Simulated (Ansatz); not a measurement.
# SrTiO3: the cost of one run

Computed with Ansatz 0.2.0 (DFT PBEsol, scalar-relativistic, plane waves, PAW, unless a step's input says otherwise).

That is the level of the relaxation; later steps name their own.

2 further runs of the same task are left out: 2 set aside as unsound or not needed.

## Step 1: The structure to begin with

It takes space group P4mm (No. 99, tetragonal). Conventional cell: a = 3.888 Å, b = 3.888 Å, c = 3.903 Å, α = 90.00°, β = 90.00°, γ = 90.00°. Sr (site symmetry 4mm) is surrounded by 12 O at 2.71 to 2.80 Å. Ti (site symmetry 4mm) has 6 O at 1.88 to 2.02 Å as nearest neighbours. O (site symmetry 4mm) is surrounded by 2 Ti at 1.88 to 2.02 Å. Around O (site symmetry 2mm) lie 2 Ti at 1.95 Å and 4 Sr at 2.71 to 2.80 Å.

Coordinates:

```cif
data_structure
_symmetry_space_group_name_H-M 'P 1'
_symmetry_Int_Tables_number 1
_cell_length_a 3.8884
_cell_length_b 3.8884
_cell_length_c 3.9033
_cell_angle_alpha 90.000
_cell_angle_beta 90.000
_cell_angle_gamma 90.000
_cell_volume 59.02
loop_
_atom_site_label
_atom_site_type_symbol
_atom_site_fract_x
_atom_site_fract_y
_atom_site_fract_z
_atom_site_occupancy
Sr1 Sr 0.00000 0.00000 0.99904 1
Ti1 Ti 0.50000 0.50000 0.49694 1
O1 O 0.50000 0.50000 0.01472 1
O2 O 0.50000 0.00000 0.51615 1
O3 O 0.00000 0.50000 0.51615 1
```

It is the result of an earlier relaxation at this level (volume 11.80 Å³/atom; gap on the mesh: 1.87 eV).

## Step 2: Band edges over the whole zone

File input.yaml:

```yaml
crystal:
  lattice:
    - [3.8883714728, 0.0, 0.0]
    - [0.0, 3.8883714728, 0.0]
    - [0.0, 0.0, 3.9032756549]
  atoms:
    - { symbol: Sr, position: [0.0, 0.0, -0.000957419] }
    - { symbol: Ti, position: [0.5, 0.5, 0.4969394207] }
    - { symbol: O, position: [0.5, 0.5, 0.0147179534] }
    - { symbol: O, position: [0.5, 0.0, 0.5161500224] }
    - { symbol: O, position: [0.0, 0.5, 0.5161500224] }
basis:
  ecutwfc: 420
kpoints:
  mp_grid: { grid: [8, 8, 8] }
  band_path: { path: [VBM, CBM], npoints: 2 }
hamiltonian:
  xc: pbesol
scf:
  occupations: { method: gaussian, width: 0.02 }
output:
  forces: true
  stress: true
  eigenvalues: true
```

Launch:

```console
> ansatz run input.yaml --threads 4 --pin off --max-ram 10240MiB --backend cpu --events-out ev --progress --plain --runs-dir out
```

**Question.** How long does this run take on 4 threads of Arm Neoverse V1, shared host, and how much memory does it need?

About 8.1 s, with a peak of 0.45 GiB.
